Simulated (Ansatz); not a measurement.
`CC/C=C\Br` + H₂ → `C=CCC` + HBr at 298.15 K and 1 bar (hydrogenolysis of a C–Br bond).

Gas-phase electronic energies from Ansatz, PBE0-D4/def2-TZVP geometries. CBS: MP2 limit from def2 TZ/QZ plus the TZ coupled-cluster correction, frozen cores. This one scheme is used for every species. For Br outer-core shells are correlated without core-valence functions, which leaves a few kJ/mol of doubt a bond. Scalar relativity is left out up to krypton. One conformer a species, not always the lowest.

```json
{"species": "`CC/C=C\\Br`", "CCSD(T)/CBS energy (Eh)": "-2729.72518", "H − E (kJ/mol)": "280.0", "S (J/(mol·K))": "344.5"}
{"species": "H₂", "CCSD(T)/CBS energy (Eh)": "-1.17544", "H − E (kJ/mol)": "35.1", "S (J/(mol·K))": "130.4"}
{"species": "`C=CCC`", "CCSD(T)/CBS energy (Eh)": "-157.00673", "H − E (kJ/mol)": "301.2", "S (J/(mol·K))": "296.8"}
{"species": "HBr", "CCSD(T)/CBS energy (Eh)": "-2573.91920", "H − E (kJ/mol)": "24.6", "S (J/(mol·K))": "198.6"}
```

H − E and S are ideal-gas, rigid-rotor, harmonic terms from PBE0-D4/def2-TZVP, for one conformer and one mirror image of each species. For small species the MP2-based limit differs from directly extrapolated CCSD(T) by up to some mEh (0.8 for H₂); such offsets cancel only in part. 1 Eh = 2625.50 kJ/mol, R = 8.31446 J/(mol·K).

Q: By hand: ΔE, ΔH, ΔS and ΔG.

A: ΔE = (-157.00673) + (-2573.91920) − (-2729.72518) − (-1.17544) = -0.02531 Eh = -66.5 kJ/mol. Δ(H − E) = 301.2 + 24.6 − 280.0 − 35.1 = 10.7, so ΔH = -55.8 kJ/mol. ΔS = 296.8 + 198.6 − 344.5 − 130.4 = 20.5 J/(mol·K). ΔG = -55.8 − 298.15 × (20.5)/1000 = -61.9 kJ/mol.

Q: By hand: the equilibrium constant, and the temperature at which ΔG would vanish if ΔH and ΔS stayed fixed.

A: log₁₀ K = −ΔG/(RT ln 10) = 10.8. ΔH and −TΔS have one sign here, so there is no such temperature.

ΔH outweighs TΔS. A doubt of 5 kJ/mol in ΔE shifts log₁₀ K by 0.9 here. Other conformers and mirror images would add mixing entropy, several J/(mol·K) or more a flexible species. Modes under 60 cm⁻¹, often nearly free rotors, make the harmonic entropy too high. These are equilibria of isolated gas molecules and say nothing of rates. Largest T1 diagnostic: 0.010 (customary marks: 0.02 for closed shells, 0.045 for open ones).
